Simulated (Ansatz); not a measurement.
# SnS2: the cost of one run

Method: DFT LDA, frozen-core PAW, scalar-relativistic unless said, in Ansatz 0.2.0.

2 further runs of the same task are left out: 1 that didn't finish, 1 set aside as unsound or not needed.

### 1 Starting point

Symmetry: P-3m1, No. 164, trigonal system. Conventional cell: a = 3.639 Å, b = 3.639 Å, c = 5.868 Å, α = 90.00°, β = 90.00°, γ = 120.00°. Sn (site symmetry -3m) is surrounded by 6 S at 2.56 Å. S (site symmetry 3m) has 3 Sn at 2.56 Å as nearest neighbours.

Structure file:

```cif
data_structure
_symmetry_space_group_name_H-M 'P-3m1'
_symmetry_Int_Tables_number 164
_cell_length_a 3.6390
_cell_length_b 3.6390
_cell_length_c 5.8680
_cell_angle_alpha 90.000
_cell_angle_beta 90.000
_cell_angle_gamma 120.000
_cell_volume 67.30
loop_
_atom_site_label
_atom_site_type_symbol
_atom_site_symmetry_multiplicity
_atom_site_Wyckoff_symbol
_atom_site_fract_x
_atom_site_fract_y
_atom_site_fract_z
_atom_site_occupancy
Sn1 Sn 1 a 0.00000 0.00000 0.00000 1
S1 S 2 d 0.33333 0.66667 0.25000 1
```

Cartesian axes are those of the input's lattice vectors. The structure goes back to a database entry.

### 2 Cell and atoms relaxed, PAW

The input, input.yaml:

```yaml
crystal:
  lattice:
    - [3.63900000001, 0.0, 0.0]
    - [-1.81950000001, 3.15146644438, 0.0]
    - [0.0, 0.0, 5.868]
  atoms:
    - { symbol: Sn, position: [0.0, 0.0, 0.0] }
    - { symbol: S, position: [0.333333333333, 0.666666666667, 0.25] }
    - { symbol: S, position: [0.666666666667, 0.333333333333, 0.75] }
kpoints:
  mp_grid: { grid: [8, 8, 6] }
scf:
  occupations: { method: fermi_dirac, width: 0.05 }
hamiltonian:
  xc: lda
  pseudopotentials: { kind: paw }
relax:
  f_tol: 0.002
  max_steps: 80
  cell: {}
output:
  forces: true
  stress: true
```

On the command line:

```sh
$ ansatz run input.yaml --threads 2 --pin off --max-ram 6144MiB --backend cpu --events-out ev --progress --plain --runs-dir out
```

Q: Estimate wall time and peak memory on 2 threads of Arm Neoverse V2, shared host.

About 7.6 s, with a peak of 0.35 GiB.
